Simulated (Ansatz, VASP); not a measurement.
This is a calculation of Sb for VASP 6.6.1.

Contents of INCAR:

```
PREC = Accurate ; ENCUT = 520
EDIFF = 1E-7 ; ISMEAR = -1
SIGMA = 0.05 ; LREAL = F
LASPH = T ; NELM = 100
ALGO = Normal ; ISIF = 2
LWAVE = F ; LCHARG = T
GGA = CA ; LELF = T
LVHAR = T ; NBANDS = 8
```

KPOINTS

```
Automatic mesh
0
Gamma
  8 8 8
```

The input POSCAR:

```
Sb
1.0
    3.0954921035      0.0000000000      0.0000000000
    0.0000000000      3.0954921035      0.0000000000
    0.0000000000      0.0000000000      3.0954921035
Sb
1
Direct
    0.0000000000      0.0000000000      0.0000000000
```

Potentials or basis: VASP PAW LDA potentials, release 64 (Sb).

Run with:

```console
$ cat potpaw_LDA.64/Sb/POTCAR > POTCAR
$ mpirun -np 1 vasp_std > vasp.out
```

Problem. Translate it to Ansatz 0.2.0. Potentials there: Ansatz PAW.

Solution. As run (the cutoff follows the program's own potentials):

The input input.yaml:

```yaml
crystal:
  lattice:
    - [3.0954921035, 0.0, 0.0]
    - [0.0, 3.0954921035, 0.0]
    - [0.0, 0.0, 3.0954921035]
  atoms:
    - { symbol: Sb, position: [0.0, 0.0, 0.0] }
hamiltonian:
  xc: lda
  pseudopotentials: { kind: paw }
kpoints:
  mp_grid: { grid: [8, 8, 8] }
scf:
  occupations: { method: fermi_dirac, width: 0.05 }
output:
  forces: true
  stress: true
  eigenvalues: true
```

Potentials or basis: Ansatz PAW.

The run is started by

```sh
$ ansatz run input.yaml --threads 2 --pin off --max-ram 5632MiB --backend cpu --events-out ev --progress --plain --runs-dir out
```

Both were run:

|  | VASP | Ansatz | Ansatz less VASP |
| --- | --- | --- | --- |
| gap on the k mesh at the Fermi level (eV) | none | none | - |
| pressure (GPa) | -2.6 | -2.8 | -0.19 |

A gap of «none» marks a metal or a gap that the smearing closes. The two sets of potentials don't hold the same shells in valence.

Caveats: the PAW data sets come from PBE, with cores solved anew for the run's functional, which leaves a small shift of forces and pressure (Ansatz). Spin-orbit coupling is left out, which matters for the levels of Sb.
